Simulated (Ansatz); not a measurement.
## FePt

Level of theory: DFT, PBE, scalar-relativistic, collinear spin; plane waves to 420 eV with PAW datasets (Ansatz 0.2.0), Γ-centred 12×12×10 mesh, 0.05 eV Gaussian smearing. The datasets are Ansatz's generated set soft_2.

```
Fe Pt
1.0
     2.73418    0.00000    0.00000
     0.00000    2.73418    0.00000
     0.00000    0.00000    3.75329
Fe Pt
1 1
Direct
  0.50000 0.50000 0.50000
  0.00000 0.00000 0.00000
```

The chain of runs began from a cell as deposited in COD, expanded in volume.

Magnetic state: ferromagnetic, site spin moments Fe 2.99; Pt 0.39 μB.

The run above is the reference. The same cell was run again with other input settings; several of them aren't fit for production, so the rows show the settings' effect and aren't properties of the material.

```tsv
keys changed	outcome	ΔE (meV/atom)	P (GPa)	gap on the mesh (eV)	cell moment (μB)	largest force component (eV/Å)	SCF iterations	rough core-seconds	new warnings
none (reference)	converged	0.0	0.0	metal	3.32	0.000	–	–	–
crystal.symmetry: {"detect": false}; hamiltonian.xc: "pbe" → "pbesol"	converged	–	-9.2	metal	3.31	0.000	13	190	–
scf.occupations.method: "gaussian" → "methfessel_paxton"; scf.occupations.width: 0.05 → 0.01	converged	0.1	-0.1	metal	3.31	0.000	14	27	–
kpoints.mp_grid.grid: [12, 12, 10] → [10, 10, 8]; crystal.symmetry: {"detect": false}; basis.xc_grid: 2	converged	-4.9	0.3	metal	3.37	0.000	13	110	–
hamiltonian.pseudopotentials: {"kind": "paw", "source": "jth"}; scf.occupations.method: "gaussian" → "fermi_dirac"; scf.occupations.width: 0.05 → 0.3	converged	–	0.9	metal	3.11	0.000	14	24	cutoff below recommended; radial quadrature taken
crystal.symmetry: {"detect": false}; basis.xc_grid: 1; scf.convergence.dr2_threshold: 1e-06	converged	0.0	0.0	metal	3.32	0.000	12	200	force scf threshold loose; stress scf threshold loose
scf.lower_state_search: "light"	converged	0.0	0.0	metal	3.32	0.000	13	25	–
```

ΔE is the energy with the smearing extrapolated to zero. It is left out where the change alters the Hamiltonian or the spin treatment. The varied runs start from atomic densities (corrected by the program's trained start where that serves), with the default search for lower states unless a row changes it, while the reference went on from a saved state, so a magnet may end in another state whatever the setting.

Q: What happens with these changes: hamiltonian.hubbard: {"sites": [{"species": "Pt", "l": "d", "u_eff": 2.0}], "double_counting": "amf"}?

A: outcome converged, P (GPa) 0.0, gap on the mesh (eV) metal, cell moment (μB) 3.31, largest force component (eV/Å) 0.000, SCF iterations 14, rough core-seconds 28, new warnings filled band counts differ across k points.

Q: What happens with these changes: scf.initial_density.chi_scale: 0.0; hamiltonian.xc: "pbe" → "lda"?

A: outcome converged, P (GPa) -15.7, gap on the mesh (eV) metal, cell moment (μB) 3.24, largest force component (eV/Å) 0.000, SCF iterations 12, rough core-seconds 19.

Other pseudopotential files need their own cutoff; where it is too low, pressure and moments show the cutoff and not the files.

1 further run (cut off, refused for memory, with changed atoms or starts, or in doubt) is left out.

Of the reference: For elements this heavy, spin–orbit coupling would shift levels and gaps; it isn't included here. The run wasn't fully tested for a lower electronic state. Site moments are of spin, integrated over atomic spheres.
